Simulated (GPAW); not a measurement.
Crystal: CaO.

```
Ca O
1.0
     0.00000    2.40356    2.40356
     2.40356    0.00000    2.40356
     2.40356    2.40356    0.00000
Ca O
1 1
Direct
  0.00000 0.00000 0.00000
  0.50000 0.50000 0.50000
```

The cell is a database's computed one.

```yaml
Program: GPAW 26.7.0
Task: relaxation of cell and atoms
Functional: RPBE
Dispersion: D3(BJ)
Potentials_or_basis: the program's PAW data sets (release 1.2.1) made for this functional
Cutoff: 800 eV
Basis: pw
k_mesh: 10 × 10 × 10
Occupations: fermi-dirac, width 0.05 eV
Spin: no spin polarisation
```

At the start: pressure -16.8 GPa; volume 13.89 Å³/atom.

How do energy, volume and symmetry change on relaxing?

Over 5 steps the energy falls by 107.3 meV/atom and the volume is 12.07 Å³/atom (-13.1 %); space group Fm-3m (No. 225, to 0.05 Å).

The path:
```csv
step,energy change (eV),largest force (eV/Å),pressure (GPa),volume (Å³)
1,0.0000,0.0000,-16.81,27.77
2,-0.0819,0.0000,-14.02,26.92
3,-0.2079,0.0000,3.85,23.60
4,-0.2144,0.0000,-0.51,24.21
5,-0.2145,0.0000,-0.01,24.14
```

Final structure:
```yaml
crystal:
  lattice:
    - [0.00000, 2.29381, 2.29381]
    - [2.29381, 0.00000, 2.29381]
    - [2.29381, 2.29381, 0.00000]
  atoms:
    - { symbol: Ca, position: [0.00000, 0.00000, 0.00000] }
    - { symbol: O, position: [0.50000, 0.50000, 0.50000] }
```

Caveat: later steps reuse the first step's grids.
